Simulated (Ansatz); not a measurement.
## Worked example: C2H4 + CHF3S → C2H4S + CHF3

Species: C2H4 (ethylene) `C=C`, singlet; CHF3S (trifluoromethanethiol) `FC(F)(F)S`, singlet; C2H4S `C=CS`, singlet; CHF3 (trifluoromethane) `FC(F)F`, singlet. The partners trade H for SH; both sit on C, so the bond types are kept.

Shapes, held fixed at every level: PBE0-D4/def2-TZVP. Flexible molecules stand in one conformer, not always the lowest. Programs: Ansatz 0.2.0. Electronic energies: no zero-point or thermal term.

At CCSD(T)/CBS estimate; 1 Eh = 2625.50 kJ/mol:

```
species  energy (Eh)
   C2H4   -78.481111
  CHF3S  -735.794238
  C2H4S  -476.255414
   CHF3  -338.028956
```

Q: Work out ΔE of the reaction at this level.

A: 
1. Products less reactants: (-476.255414) + (-338.028956) − [(-78.481111) + (-735.794238)] = -0.009021 Eh = -23.7 kJ/mol.

Other levels give -30.5 (MP2/def2-TZVPP) to -20.1 kJ/mol (wB97X-V/def2-TZVPP). No measured value is set beside it here. The CBS estimate extrapolates MP2 from def2-TZVPP and def2-QZVPP and adds CCSD(T) − MP2 in the triple-zeta set, cores frozen.
